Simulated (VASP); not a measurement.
# SnO2 (Pa-3) in VASP: further runs, part 2 of 2

VASP 6.6.1.

## (3) Relaxation of cell and atoms, PBE

INCAR reads:

```
PREC = Accurate
ENCUT = 600
EDIFF = 1E-7
ISMEAR = 0
SIGMA = 0.03
LREAL = F
LASPH = T
NELM = 80
ALGO = Normal
ISIF = 3
LWAVE = F
LCHARG = F
GGA = PE
IBRION = 2
NSW = 90
EDIFFG = -0.005
KPAR = 4
```

KPOINTS reads:

```
Automatic mesh
0
Gamma
  6 6 6
```

POSCAR reads:

```
SnO2                                    
1.0
    5.1731612365      0.0000000000      0.0000000000
   -0.0000000000      5.1731612365      0.0000000000
    0.0000000000     -0.0000000000      5.1731612365
  Sn              O             
     4     8
Direct
     0.0000000000000000    0.5000000000000000    0.5000000000000000
     0.5000000000000000    0.5000000000000000    1.0000000000000000
     0.5000000000000000    1.0000000000000000    0.5000000000000000
     0.0000000000000000    1.0000000000000000    1.0000000000000000
     0.3389159370083329    0.1610840629916671    0.8389159370083330
     0.1610840629916671    0.8389159370083330    0.3389159370083329
     0.8389159370083330    0.3389159370083329    0.1610840629916671
     0.6610840629916670    0.6610840629916670    0.6610840629916670
     0.3389159370083329    0.3389159370083329    0.3389159370083329
     0.1610840629916671    0.6610840629916670    0.8389159370083330
     0.8389159370083330    0.1610840629916671    0.6610840629916670
     0.6610840629916670    0.8389159370083330    0.1610840629916671
```

Potentials or basis: VASP PAW PBE potentials, release 64 (Sn_d, O).

Run with:

```
$ cat potpaw_PBE.64/Sn_d/POTCAR potpaw_PBE.64/O/POTCAR > POTCAR
$ mpirun -np 4 vasp_std > vasp.out
```

OUTCAR:

```text
PREC = Accurate
   ENCUT = 600
   EDIFF = 1E-7
   ISMEAR = 0
   LREAL = F
   LASPH = T
   NELM = 80
   ISIF = 3
   GGA = PE
   IBRION = 2
   NSW = 90
   EDIFFG = -0.005

 ion  position               nearest neighbor table
   1  0.000  0.500  0.500-   6 2.11   7 2.11   8 2.11   9 2.11  10 2.11  11 2.11   2 3.66   3 3.66
                             4 3.66   2 3.66   4 3.66   3 3.66   4 3.66   4 3.66   2 3.66   3 3.66
   2  0.500  0.500  0.000-   5 2.11   7 2.11   8 2.11   9 2.11  10 2.11  12 2.11   1 3.66   3 3.66
[... 1856 lines left out ...]
 -----------------------------------------------------------------------------
  energy-cutoff  :      600.00
  volume of cell :      138.46
      direct lattice vectors                 reciprocal lattice vectors
     5.173394352  0.000000000  0.000000000     0.193296689  0.000000000 -0.000000000
    -0.000000000  5.173394352  0.000000000     0.000000000  0.193296689  0.000000000
     0.000000000  0.000000000  5.173394352     0.000000000  0.000000000  0.193296689

 POSITION                                       TOTAL-FORCE (eV/Angst)
 -----------------------------------------------------------------------------------
      5.17339      2.58670      2.58670        -0.000000      0.000000      0.000000
      2.58670      2.58670      0.00000        -0.000000      0.000000      0.000000
      2.58670      0.00000      2.58670        -0.000000      0.000000      0.000000
      5.17339      0.00000      0.00000        -0.000000      0.000000      0.000000
      1.75349      0.83320      4.34019         0.002546     -0.002546      0.002546
      0.83320      4.34019      1.75349        -0.002546      0.002546      0.002546
      4.34019      1.75349      0.83320         0.002546      0.002546     -0.002546
      3.41990      3.41990      3.41990        -0.002546     -0.002546     -0.002546
      1.75349      1.75349      1.75349         0.002546      0.002546      0.002546
      0.83320      3.41990      4.34019        -0.002546     -0.002546      0.002546
      4.34019      0.83320      3.41990         0.002546     -0.002546     -0.002546
      3.41990      4.34019      0.83320        -0.002546      0.002546     -0.002546
 -----------------------------------------------------------------------------------
    total drift:                                0.000000     -0.000000     -0.000000

  FREE ENERGIE OF THE ION-ELECTRON SYSTEM (eV)
  ---------------------------------------------------
  free  energy   TOTEN  =       -73.4349350537 eV

  energy  without entropy=      -73.4349350537  energy(sigma->0) =      -73.43493505

 reached required accuracy - stopping structural energy minimisation
```

OSZICAR:

```text
N       E                     dE             d eps       ncg     rms          rms(c)
DAV:   1     0.172138482661E+04    0.17214E+04   -0.52877E+04  3438   0.294E+03
DAV:   2     0.313277338654E+03   -0.14081E+04   -0.13490E+04  3056   0.889E+02
DAV:   3    -0.525657513284E+02   -0.36584E+03   -0.35543E+03  3322   0.306E+02
DAV:   4    -0.846628660991E+02   -0.32097E+02   -0.31696E+02  3632   0.995E+01
[... 17 lines left out ...]
DAV:   3    -0.734349362156E+02    0.26673E-05   -0.87274E-06  3806   0.283E-02    0.300E-03
DAV:   4    -0.734349357679E+02    0.44776E-06   -0.17797E-06  4178   0.108E-02    0.147E-03
DAV:   5    -0.734349353636E+02    0.40430E-06   -0.22034E-07  2300   0.435E-03    0.409E-04
DAV:   6    -0.734349351013E+02    0.26228E-06   -0.14158E-07  2014   0.279E-03    0.198E-04
DAV:   7    -0.734349350537E+02    0.47590E-07   -0.10999E-08  1812   0.131E-03
   2 F= -.73434935E+02 E0= -.73434935E+02  d E =-.969819E-05
```

CONTCAR:

```text
SnO2
   1.00000000000000
     5.1733943521972705    0.0000000000000000    0.0000000000000000
    -0.0000000000000000    5.1733943521972705    0.0000000000000000
     0.0000000000000000    0.0000000000000000    5.1733943521972705
  Sn              O
     4     8
Direct
     1.0000000000000000    0.5000000000000000    0.5000000000000000
     0.5000000000000000    0.5000000000000000    0.0000000000000000
     0.5000000000000000    0.0000000000000000    0.5000000000000000
     1.0000000000000000    0.0000000000000000    0.0000000000000000
     0.3389444890280940    0.1610555109719059    0.8389444890280940
     0.1610555109719059    0.8389444890280940    0.3389444890280940
     0.8389444890280940    0.3389444890280940    0.1610555109719059
     0.6610555109719060    0.6610555109719060    0.6610555109719060
     0.3389444890280940    0.3389444890280940    0.3389444890280940
     0.1610555109719059    0.6610555109719060    0.8389444890280940
     0.8389444890280940    0.1610555109719059    0.6610555109719060
     0.6610555109719060    0.8389444890280940    0.1610555109719059

  0.00000000E+00  0.00000000E+00  0.00000000E+00
  0.00000000E+00  0.00000000E+00  0.00000000E+00
  0.00000000E+00  0.00000000E+00  0.00000000E+00
  0.00000000E+00  0.00000000E+00  0.00000000E+00
  0.00000000E+00  0.00000000E+00  0.00000000E+00
  0.00000000E+00  0.00000000E+00  0.00000000E+00
  0.00000000E+00  0.00000000E+00  0.00000000E+00
  0.00000000E+00  0.00000000E+00  0.00000000E+00
  0.00000000E+00  0.00000000E+00  0.00000000E+00
  0.00000000E+00  0.00000000E+00  0.00000000E+00
  0.00000000E+00  0.00000000E+00  0.00000000E+00
  0.00000000E+00  0.00000000E+00  0.00000000E+00
```

Run time: 2.2 min. Hardware: 4 MPI ranks of Intel Xeon Platinum 8488C (Sapphire Rapids), shared host; peak memory 0.36 GiB.

What came out:

```yaml
Free_energy: -73.4349 eV
Relaxed_volume: 11.54 Å³/atom
Relaxed_cell: a = 5.173 Å, b = 5.173 Å, c = 5.173 Å, α = 90.00°, β = 90.00°, γ = 90.00°
Space_group_after_relaxing_to_0.05_Å: Pa-3 (No. 205)
Energy_gained_by_relaxing: 0.0 meV/atom
Ionic_steps: 2
Pressure_after_relaxing: 0.0 GPa
Largest_force_after_relaxing: 0.004 eV/Å
Band_gap_on_the_k_mesh: 0.57 eV, indirect (least direct gap 0.63 eV)
```

Forces on the atoms (eV/Å):
```
Sn   0.000  0.000  0.000
Sn   0.000  0.000  0.000
Sn   0.000  0.000  0.000
Sn   0.000  0.000  0.000
O    0.003 -0.003  0.003
O   -0.003  0.003  0.003
O    0.003  0.003 -0.003
O   -0.003 -0.003 -0.003
O    0.003  0.003  0.003
O   -0.003 -0.003  0.003
O    0.003 -0.003 -0.003
O   -0.003  0.003 -0.003
```

Final structure:
```
CELL_PARAMETERS angstrom
5.17339 0.00000 0.00000
0.00000 5.17339 0.00000
0.00000 0.00000 5.17339
ATOMIC_POSITIONS crystal
Sn 0.00000 0.50000 0.50000
Sn 0.50000 0.50000 0.00000
Sn 0.50000 0.00000 0.50000
Sn 0.00000 0.00000 0.00000
O 0.33894 0.16106 0.83894
O 0.16106 0.83894 0.33894
O 0.83894 0.33894 0.16106
O 0.66106 0.66106 0.66106
O 0.33894 0.33894 0.33894
O 0.16106 0.66106 0.83894
O 0.83894 0.16106 0.66106
O 0.66106 0.83894 0.16106
```

Caveat: spin-orbit coupling is left out, which moves the levels of the heavy elements.

## (4) Relaxation of cell and atoms, r2SCAN, target pressure 44.5 GPa, at which the enthalpy is minimised

INCAR reads:

```
  PREC = Accurate
  ENCUT = 600
  EDIFF = 1E-6
  ISMEAR = 0
  SIGMA = 0.03
  LREAL = False
  LASPH = True
  NELM = 80
  ALGO = Normal
  ISIF = 3
  LWAVE = False
  LCHARG = False
  METAGGA = R2SCAN
  LMIXTAU = True
  IBRION = 2
  NSW = 90
  EDIFFG = -0.01
  PSTRESS = 445.0
  KPAR = 4
```

KPOINTS reads:

```
regular mesh
0
Gamma
  6 6 6
```

POSCAR reads:

```
SnO2
1.0
    5.1752560000      0.0000000000      0.0000000000
    0.0000000000      5.1752560000      0.0000000000
    0.0000000000      0.0000000000      5.1752560000
Sn O
4 8
Direct
    0.0000000000      0.5000000000      0.5000000000
    0.5000000000      0.5000000000      0.0000000000
    0.5000000000      0.0000000000      0.5000000000
    0.0000000000      0.0000000000      0.0000000000
    0.3389020000      0.1610980000      0.8389020000
    0.1610980000      0.8389020000      0.3389020000
    0.8389020000      0.3389020000      0.1610980000
    0.6610980000      0.6610980000      0.6610980000
    0.3389020000      0.3389020000      0.3389020000
    0.1610980000      0.6610980000      0.8389020000
    0.8389020000      0.1610980000      0.6610980000
    0.6610980000      0.8389020000      0.1610980000
```

Potentials or basis: VASP PAW PBE potentials, release 64 (Sn_d, O).

Run with:

```
$ cat potpaw_PBE.64/Sn_d/POTCAR potpaw_PBE.64/O/POTCAR > POTCAR
$ mpirun -np 4 vasp_std > vasp.out
```

OUTCAR:

```text
PREC = Accurate
   ENCUT = 600
   EDIFF = 1E-6
   ISMEAR = 0
   LREAL = False
   LASPH = True
   NELM = 80
   ISIF = 3
   METAGGA = R2SCAN
   IBRION = 2
   NSW = 90
   EDIFFG = -0.01
   PSTRESS = 445.0

 ion  position               nearest neighbor table
   1  0.000  0.500  0.500-   6 2.11   7 2.11   8 2.11   9 2.11  10 2.11  11 2.11   2 3.66   3 3.66
                             4 3.66   2 3.66   4 3.66   3 3.66   4 3.66   4 3.66   2 3.66   3 3.66
   2  0.500  0.500  0.000-   5 2.11   7 2.11   8 2.11   9 2.11  10 2.11  12 2.11   1 3.66   3 3.66
                             4 3.66   1 3.66   3 3.66   3 3.66   4 3.66   3 3.66   1 3.66   4 3.66
   3  0.500  0.000  0.500-   5 2.11   6 2.11   8 2.11   9 2.11  11 2.11  12 2.11   1 3.66   2 3.66
                             4 3.66   2 3.66   4 3.66   1 3.66   2 3.66   2 3.66   1 3.66   4 3.66
   4  0.000  0.000  0.000-   5 2.11   6 2.11   7 2.11  10 2.11  11 2.11  12 2.11   1 3.66   2 3.66
                             3 3.66   1 3.66   3 3.66   1 3.66   2 3.66   1 3.66   2 3.66   3 3.66
   5  0.339  0.161  0.839-   2 2.11   3 2.11   4 2.11
   6  0.161  0.839  0.339-   1 2.11   3 2.11   4 2.11
   7  0.839  0.339  0.161-   1 2.11   2 2.11   4 2.11
   8  0.661  0.661  0.661-   1 2.11   2 2.11   3 2.11
   9  0.339  0.339  0.339-   1 2.11   2 2.11   3 2.11
  10  0.161  0.661  0.839-   1 2.11   2 2.11   4 2.11
  11  0.839  0.161  0.661-   1 2.11   3 2.11   4 2.11
  12  0.661  0.839  0.161-   2 2.11   3 2.11   4 2.11

  LATTYP: Found a simple cubic cell.
 ALAT       =     5.1752560000

  Lattice vectors:

 A1 = (   5.1752560000,   0.0000000000,   0.0000000000)
 A2 = (   0.0000000000,   5.1752560000,   0.0000000000)
 A3 = (   0.0000000000,   0.0000000000,   5.1752560000)

[... 245 lines left out ...]

 number of electron     103.9999976 magnetization

 E-fermi :  17.4122     XC(G=0): -16.4335

 val. band max:       17.1909694336   @ k =   0.0000   0.0000   0.0000
 cond. band min:      26.9277324645   @ k =   0.0000   0.0000   0.0000
 fundamental gap:      9.7367630309
 Fermi energy:        17.4121994331

 k-point     1 :       0.0000    0.0000    0.0000
  band No.  band energies     occupation
      1      -9.7783      2.00000
      2      -8.5882      2.00000
      3      -8.5882      2.00000
      4      -8.5882      2.00000
      5      -5.2954      2.00000
      6      -5.2954      2.00000
[... 1640 lines left out ...]
  energy  without entropy=     -166.8920237512  energy(sigma->0) =     -166.89202375

  enthalpy is  TOTEN    =      -133.6613746286 eV   P V=       33.2306491227

[... ionic steps 4 to 11 ...]

--------------------------------------- Ionic step       12  -------------------------------------------

 number of electron     103.9999975 magnetization

------------------------ aborting loop because EDIFF is reached ----------------------------------------
[... 91 lines left out ...]
--------------------------------------- Ionic step       14  -------------------------------------------

 number of electron     103.9999975 magnetization

 Free energy of the ion-electron system (eV)
  ---------------------------------------------------
  ext. energy  EPLUGINS =         0.00000000
  ---------------------------------------------------
  free energy    TOTEN  =      -166.01619311 eV

  energy without entropy =     -166.01619311  energy(sigma->0) =     -166.01619311

 E-fermi :   8.8087     XC(G=0): -13.4985

 val. band max:        8.6435404811   @ k =  -0.1667   0.3333   0.0000
 cond. band min:      11.9155867415   @ k =   0.0000   0.0000   0.0000
 fundamental gap:      3.2720462604
 Fermi energy:         8.8086844931

 k-point     1 :       0.0000    0.0000    0.0000
  band No.  band energies     occupation
      1     -13.3273      2.00000
      2     -13.3273      2.00000
      3     -13.3273      2.00000
      4     -12.6107      2.00000
      5     -11.7317      2.00000
      6     -11.7317      2.00000
[... 1592 lines left out ...]
  energy  without entropy=     -166.0161931133  energy(sigma->0) =     -166.01619311

  enthalpy is  TOTEN    =      -133.8499505102 eV   P V=       32.1662426031

 reached required accuracy - stopping structural energy minimisation
```

OSZICAR:

```text
N       E                     dE             d eps       ncg     rms          rms(c)
DAV:   1     0.164763204522E+04    0.16476E+04   -0.53831E+04  3354   0.300E+03
DAV:   2     0.200647494824E+03   -0.14470E+04   -0.13888E+04  3056   0.886E+02
DAV:   3    -0.171634023947E+03   -0.37228E+03   -0.36197E+03  3272   0.313E+02
[... 178 lines left out ...]
DAV:   1    -0.166016156174E+03    0.15177E-02   -0.28256E-02  3200   0.717E-01    0.295E-02
DAV:   2    -0.166016205556E+03   -0.49381E-04   -0.78418E-04  3324   0.141E-01    0.147E-02
DAV:   3    -0.166016194915E+03    0.10641E-04   -0.13166E-05  3276   0.231E-02    0.952E-03
DAV:   4    -0.166016193862E+03    0.10533E-05   -0.12659E-05  3402   0.244E-02    0.181E-03
DAV:   5    -0.166016193113E+03    0.74826E-06   -0.66609E-06  2502   0.202E-02
  14 F= -.13384995E+03 E0= -.13384995E+03  d E =-.574701E-04
```

Wall time 60 min (4 MPI ranks of Intel Xeon Platinum 8488C (Sapphire Rapids), shared host); peak memory 0.43 GiB.

Results:

```
Free energy                                            : -166.0162 eV
Relaxed volume                                         : 9.65 Å³/atom
Relaxed cell                                           : a = 4.874 Å, b = 4.874 Å, c = 4.874 Å, α = 90.00°, β = 90.00°, γ = 90.00°
Space group after relaxing (to 0.05 Å)                 : Pa-3 (No. 205)
Energy change on relaxing (the enthalpy is what falls) : +165.1 meV/atom
Ionic steps                                            : 14
Pressure after relaxing                                : 44.5 GPa
Largest force after relaxing                           : 0.005 eV/Å
Band gap on the k mesh                                 : 3.27 eV, indirect (least direct gap 3.43 eV)
```

Forces in eV/Å, atoms in the order of the input:
```
Sn   0.000  0.000  0.000
Sn   0.000  0.000  0.000
Sn   0.000  0.000  0.000
Sn   0.000  0.000  0.000
O    0.003 -0.003  0.003
O   -0.003  0.003  0.003
O    0.003  0.003 -0.003
O   -0.003 -0.003 -0.003
O    0.003  0.003  0.003
O   -0.003 -0.003  0.003
O    0.003 -0.003 -0.003
O   -0.003  0.003 -0.003
```

Step by step:
```tsv
step	energy change (eV)	largest force (eV/Å)	pressure (GPa)	volume (Å³)
1	0.0000	0.0119	-8.24	138.61
2	51.2133	1.5000	468.79	75.47
3	1.1050	0.1733	32.44	119.64
4	1.5974	0.2035	39.68	117.45
5	1.9594	0.2236	44.59	116.08
6	1.8432	0.2173	43.04	116.50
7	1.8480	0.1872	43.13	116.43
8	1.8768	0.0820	43.38	116.21
9	2.0171	0.2064	43.78	115.78
10	1.9067	0.0058	43.51	116.08
11	2.3932	0.0419	49.87	114.41
12	1.9779	0.0114	44.47	115.82
13	1.9794	0.0114	44.50	115.82
14	1.9808	0.0052	44.50	115.81
```

Final structure:
```
CELL_PARAMETERS angstrom
4.87435 0.00000 0.00000
0.00000 4.87435 0.00000
0.00000 0.00000 4.87435
ATOMIC_POSITIONS crystal
Sn 0.00000 0.50000 0.50000
Sn 0.50000 0.50000 0.00000
Sn 0.50000 0.00000 0.50000
Sn 0.00000 0.00000 0.00000
O 0.34519 0.15481 0.84519
O 0.15481 0.84519 0.34519
O 0.84519 0.34519 0.15481
O 0.65481 0.65481 0.65481
O 0.34519 0.34519 0.34519
O 0.15481 0.65481 0.84519
O 0.84519 0.15481 0.65481
O 0.65481 0.84519 0.15481
```

Caveat: the cell is relaxed towards a set pressure, so the enthalpy falls and the energy may rise; the volume moved by over 15 % at a fixed basis, so the end points are rough; the PAW data sets were made with another functional, which shifts forces and pressure a little; spin-orbit coupling is left out, which moves the levels of the heavy elements. A k mesh can miss the band edges.

## (5) Relaxation of cell and atoms, r2SCAN, target pressure 44.5 GPa, at which the enthalpy is minimised

This run uses another cell than the first one, of 9.65 Å³/atom, 0.836 times its volume.

INCAR, as its differences from that of step 4:

```diff
@@ -2,3 +2,3 @@
   ENCUT = 600
-  EDIFF = 1E-6
+  EDIFF = 1E-7
   ISMEAR = 0
@@ -16,3 +16,3 @@
   NSW = 90
-  EDIFFG = -0.01
+  EDIFFG = -0.005
   PSTRESS = 445.0
```

KPOINTS is that of step 4.

POSCAR reads:

```
SnO2                                    
1.0
    4.8743528950     -0.0000000000      0.0000000000
   -0.0000000000      4.8743528950      0.0000000000
    0.0000000000     -0.0000000000      4.8743528950
  Sn              O             
     4     8
Direct
     0.0000000000000000    0.5000000000000000    0.5000000000000000
     0.5000000000000000    0.5000000000000000    0.0000000000000000
     0.5000000000000000    0.0000000000000000    0.5000000000000000
     0.0000000000000000    0.0000000000000000    0.0000000000000000
     0.3451884429133785    0.1548115570866214    0.8451884429133787
     0.1548115570866214    0.8451884429133787    0.3451884429133785
     0.8451884429133787    0.3451884429133785    0.1548115570866214
     0.6548115570866213    0.6548115570866213    0.6548115570866213
     0.3451884429133785    0.3451884429133785    0.3451884429133785
     0.1548115570866214    0.6548115570866213    0.8451884429133787
     0.8451884429133787    0.1548115570866214    0.6548115570866213
     0.6548115570866213    0.8451884429133787    0.1548115570866214
```

Run with:

```
$ cat potpaw_PBE.64/Sn_d/POTCAR potpaw_PBE.64/O/POTCAR > POTCAR
$ mpirun -np 4 vasp_std > vasp.out
```

It took 9.6 min on 4 MPI ranks of Intel Xeon Platinum 8488C (Sapphire Rapids), shared host; peak memory 0.35 GiB.

Results (log left out):

- Free energy: -165.9448 eV
- Relaxed volume: 9.65 Å³/atom
- Relaxed cell: a = 4.875 Å, b = 4.875 Å, c = 4.875 Å, α = 90.00°, β = 90.00°, γ = 90.00°
- Space group after relaxing (to 0.05 Å): Pa-3 (No. 205)
- Energy change on relaxing (the enthalpy is what falls): -0.4 meV/atom
- Ionic steps: 3
- Pressure after relaxing: 44.4 GPa
- Largest force after relaxing: 0.005 eV/Å
- Band gap on the k mesh: 3.27 eV, indirect (least direct gap 3.42 eV)

Forces in eV/Å, atoms in the order of the input:
```
Sn   0.000  0.000  0.000
Sn   0.000  0.000  0.000
Sn   0.000  0.000  0.000
Sn   0.000  0.000  0.000
O    0.003 -0.003  0.003
O   -0.003  0.003  0.003
O    0.003  0.003 -0.003
O   -0.003 -0.003 -0.003
O    0.003  0.003  0.003
O   -0.003 -0.003  0.003
O    0.003 -0.003 -0.003
O   -0.003  0.003 -0.003
```

Step by step:
```tsv
step	energy change (eV)	largest force (eV/Å)	pressure (GPa)	volume (Å³)
1	0.0000	0.0084	44.51	115.81
2	-0.0026	0.0065	44.48	115.82
3	-0.0046	0.0046	44.45	115.83
```

Final structure:
```
Sn O
1.0
     4.87458    0.00000    0.00000
     0.00000    4.87458    0.00000
     0.00000    0.00000    4.87458
Sn O
4 8
Cartesian
  4.8746 2.4373 2.4373
  2.4373 2.4373 0.0000
  2.4373 0.0000 2.4373
  4.8746 0.0000 0.0000
  1.6831 0.7542 4.1204
  0.7542 4.1204 1.6831
  4.1204 1.6831 0.7542
  3.1915 3.1915 3.1915
  1.6831 1.6831 1.6831
  0.7542 3.1915 4.1204
  4.1204 0.7542 3.1915
  3.1915 4.1204 0.7542
```

Levels at points of the mesh, in eV from the valence-band top:
```csv
k point,band 49,band 50,band 51,band 52,band 53,band 54,band 55,band 56
"(0.00, 0.00, 0.00)",-0.62,-0.16,-0.16,-0.16,3.27,8.64,8.64,8.64
"(0.50, 0.00, 0.00)",-0.59,-0.59,-0.10,-0.10,6.30,6.30,7.32,7.32
"(0.50, 0.50, 0.00)",-0.38,-0.38,-0.38,-0.38,7.15,7.15,7.15,7.15
"(0.50, 0.50, 0.50)",-0.68,-0.68,-0.68,-0.68,7.77,7.77,7.77,7.77
```

Caveat: the cell is relaxed towards a set pressure, so the enthalpy falls and the energy may rise; the PAW data sets were made with another functional, which shifts forces and pressure a little; spin-orbit coupling is left out, which moves the levels of the heavy elements. A k mesh can miss the band edges.
